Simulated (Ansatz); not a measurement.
(111) slab cut from the bulk of P, 15 Å of vacuum:

```
CELL_PARAMETERS angstrom
5.62478 0.00000 0.00000
-0.96780 5.66964 0.00000
0.00000 0.00000 27.02979
ATOMIC_POSITIONS crystal
P 0.02868 0.82957 0.27747
P 0.64631 0.28151 0.33822
P 0.26570 0.30115 0.35521
P 0.08427 0.92099 0.35655
P 0.70367 0.94064 0.37355
P 0.32129 0.39258 0.43430
P 0.94069 0.41223 0.45129
P 0.75926 0.03206 0.45263
P 0.37866 0.05171 0.46963
P 0.99628 0.50365 0.53037
P 0.61568 0.52330 0.54737
P 0.43425 0.14314 0.54871
P 0.05365 0.16278 0.56570
P 0.67127 0.61472 0.62645
P 0.29067 0.63437 0.64345
P 0.10924 0.25421 0.64479
P 0.72864 0.27386 0.66178
P 0.34626 0.72579 0.72253
```

Level of theory: DFT r2SCAN, scalar-relativistic, plane waves, PAW (Ansatz). Settings: cutoff 500 eV, Γ-centred mesh 6×6×1 on the computed 18-atom cell, Gaussian smearing of 0.05 eV; no spin polarisation. The cell repeats along c with a dipole correction in the vacuum.

This base run converges in 10 iterations with a largest force of 2.185 eV/Å and a work function of 5.58 eV on the top face.

One setting at a time is then changed, some of them on purpose to poor values; changes count from the base run, energies are extrapolated to zero smearing, γ keeps the base's bulk energy, atoms stay where they are, and risky runs are capped at 50 to 100 iterations.

**Question.** What does each change do? k mesh 9×9×1; occupations cold 0.2 eV; no dipole correction, vacuum of 8 Å; cutoff 200 eV; the slab thickened to 22 atoms (same faces, atoms at the bulk's places); vacuum of 10 Å; cutoff 700 eV; vacuum of 5 Å.

**Answer.**
```tsv
change	outcome	SCF iterations	ΔE (meV/atom)	Δγ (J/m²)	Δφ top (eV)	largest force (eV/Å)	largest change of a force (eV/Å)
k mesh 9×9×1	converged	11	+0.1	0.000	0.00	2.189	0.013
occupations cold 0.2 eV	converged	10	+0.6	+0.003	-0.03	2.154	0.032
no dipole correction, vacuum of 8 Å	converged	10	0.0	0.000		2.185	0.000
cutoff 200 eV	converged with warnings	11	+578.7		+0.09	2.210	0.058
the slab thickened to 22 atoms (same faces, atoms at the bulk's places)	converged with warnings	11	-75.5	+0.004	+0.01	2.147	
vacuum of 10 Å	converged with warnings	10	0.0	0.000	0.00	2.185	0.000
cutoff 700 eV	converged	10	-0.5		0.00	2.185	0.000
vacuum of 5 Å	converged with warnings	10	-0.4	-0.002	-0.24	2.184	0.015
```

In some of the runs (vacuum 10, vacuum 5) charge leaks into the vacuum, so their work functions can be off.

Cost: 9 runs of about 23 core-minutes in all, on Intel Xeon 6975P-C (Granite Rapids) (shared hosts).